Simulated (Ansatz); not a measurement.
A single-point run of Ansatz (plane waves, PAW) on Sb (buckled honeycomb monolayer), with the lines that name the functional removed. The cell was relaxed with r2SCAN and then strained (xy shear, engineering strain (angle) -4.0 %), with the atoms relaxed again with r2SCAN; k points keep the names of the unstrained zone.

```cif
data_structure
_symmetry_space_group_name_H-M 'P 1'
_symmetry_Int_Tables_number 1
_cell_length_a 4.1060
_cell_length_b 4.1765
_cell_length_c 26.8552
_cell_angle_alpha 90.000
_cell_angle_beta 90.000
_cell_angle_gamma 121.709
_cell_volume 391.79
loop_
_atom_site_label
_atom_site_type_symbol
_atom_site_fract_x
_atom_site_fract_y
_atom_site_fract_z
_atom_site_occupancy
Sb1 Sb 0.33651 0.66686 0.31499 1
Sb2 Sb 0.66349 0.33314 0.37492 1
```
The sheet repeats along a and b alone.

```
scf.n_extra_bands = 4 over 15 filled bands (N_el = 30.0): the run solves 19 bands
Crystal: 2 atoms, lattice volume = 391.788 Å³
Basis set: ecut = 420 eV, 7611 PW (Γ)
Symmetry: 2 space group operations
Space group: P-1 (ITA 2)
k-points: 20 of 36
[warm-up without exact exchange]
SCF 1 stopped early in 3 iterations: F = -12968.789986 eV  dr2 = 5.21e-5
[exact exchange on]
preconditioner: auto → none  [insulator: Δε(μ)=1.490 eV  ℏωp=5.9 eV]
SCF 2 stopped early in 6 iterations: F = -12977.315467 eV  dr2 = 4.89e-7
hybrid outer 1: dexx = +5.754e-3 eV, tail = 5.31e-5 eV
SCF 3 converged in 5 iterations: F = -12977.315279 eV  dr2 = 2.63e-10
hybrid outer 2: dexx = +6.088e-7 eV, tail = 8.74e-9 eV, Δε = 1.56e-3 eV, ΔF = 2.10e-3 eV/Å
NSCF: frozen V_eff on 4 k-points
hybrid SCF converged: 2 outer / 11 inner (+3 warm-up)
Free energy (F): -12977.315279 eV
Fermi energy:    -5.109756 eV
--- Per-component energies (eV) ---
  E_band       = -820.391144
  E_kinetic    = 412.033630
  E_local      = -34724.099467
  E_nonlocal   = 723.558387
  E_hartree    = 17005.588220
  E_xc         = -221.388741
  E_vxc        = -153.871481
  E_exx        = -80.970092
  E_paw        = -9134.289830
  E_vpaw       = -927.247255
  E_ewald      = 13042.201998
  E_core_change = 0.050621
--- Forces (eV/Å), atoms counted from 1 ---
  atom   1  Sb    -0.00129    -0.00007      0.11779
  atom   2  Sb      0.00129      0.00007    -0.11779
--- 2D stress c σ (N/m, compression-positive) ---
       -0.281609       0.585128       0.000000
        0.585128      -0.229500       0.000000
        0.000000       0.000000       0.000000
  P = ½ c Tr σ = -0.2556 N/m
--- Band table (eV; the first three rows and the last of 20) ---
  k-point 0: bands = […, -35.8073, -17.7694, -12.0494, -5.8294, -5.4301, -5.1098, -3.0553, -1.8587, -1.6475, -0.4418]
  k-point 1: bands = […, -35.8122, -17.4351, -12.0563, -7.2112, -5.8885, -5.7199, -2.8647, -1.4278, -1.0183, -0.0773]
  k-point 2: bands = […, -35.8155, -16.4901, -12.7037, -8.5768, -6.6908, -6.0876, -3.4175, -1.4793, -0.8729, 0.7038]
  k-point 19: bands = […, -35.8126, -15.6787, -13.7897, -8.4607, -6.8726, -6.7443, -2.8564, -2.1462, -0.6932, 0.4468]
```

Levels at the listed points, from bands.tsv (eV from the Fermi energy, bands near the gap, counted from 0):
```tsv
# k_distance	band_10	band_11	band_12	band_13	band_14	band_15	band_16	band_17	band_18
# fermi_ev = -5.109756
# [0, 0, 0] at k_distance = 0.000000
# [0.5, 0, 0] at k_distance = 0.899372
# [0.3333333333, 0.3333333333, 0] at k_distance = 1.400945
# [0.304688, 0.002604, 0] at k_distance = 2.014452
# levels_relative_to = fermi_ev
0.000	-12.660	-6.940	-0.720	-0.320	0.000	2.054	3.251	3.462	4.668
0.899	-10.337	-8.628	-3.352	-2.129	-1.613	1.835	2.971	4.044	5.673
1.401	-9.518	-9.354	-4.056	-2.109	-2.060	1.950	4.178	4.347	7.138
2.014	-11.526	-7.345	-3.344	-1.681	-0.804	1.517	3.814	4.099	5.655
```
In order the rows are Γ, M, K, (0.305, 0.003, 0).

Q: Which functional gave these numbers?
A. r2SCANh
B. Hartree-Fock
C. HSE06
D. r2SCAN

A: C. HSE06. The exchange loop and the term E_exx show exact exchange. HSE06 gives an indirect gap of 1.52 eV, from Γ to k = (0.305, 0.003, 0); the least direct gap is 2.05 eV at Γ. Among hybrids the size of the gap and of E_exx follows the share and range of exact exchange. The stress of a hybrid is loosely converged here. Within one family of functionals the choice rests on the size of the gap and stress, not on a line of the log.

Command: `ansatz run input.yaml --threads 4 --pin off --max-ram 5529MiB --backend cpu --events-out ev --progress --plain --runs-dir out`. Wall time 7.1 min on 4 threads of Arm Neoverse V1, with other jobs on the host; peak host memory 4.5 GiB.

These are computed values for a spin-unpolarised cell that may be hypothetical; none is a measurement.

No spin-orbit coupling is included; it can move band edges with weight on the heavy atoms by tenths of an eV.

The meshes of the hybrids are coarse, so their gaps aren't converged to the digits shown.
